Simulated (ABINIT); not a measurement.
The system is InP.

```xyz
2
Lattice="0.0000 2.9305 2.9305 2.9305 0.0000 2.9305 2.9305 2.9305 0.0000" Properties=species:S:1:pos:R:3 pbc="T T T"
In    0.0000    0.0000    0.0000
P     4.3957    4.3957    4.3957
```

Base run:

| Property | Result |
| --- | --- |
| Program | ABINIT 10.8.3 (patched build) |
| Functional | PBE |
| Potentials or basis | SPMS NC PBE v1.0 |
| Cutoff | 490 eV |
| k mesh | 6 × 6 × 6 |
| Occupations | fixed |
| Spin | no spin polarisation |

Its results: band gap on the k mesh 0.71 eV, direct.

Problem. The run is repeated on the same cell with these changes: functional from PBE to PBE0. What comes out?

Solution. Band gap on the k mesh 1.98 eV, direct.

PBE0 gives the wider gap, since exact exchange removes part of the self-interaction.

Caveats: spin-orbit coupling is left out, which moves the levels of the heavy elements.

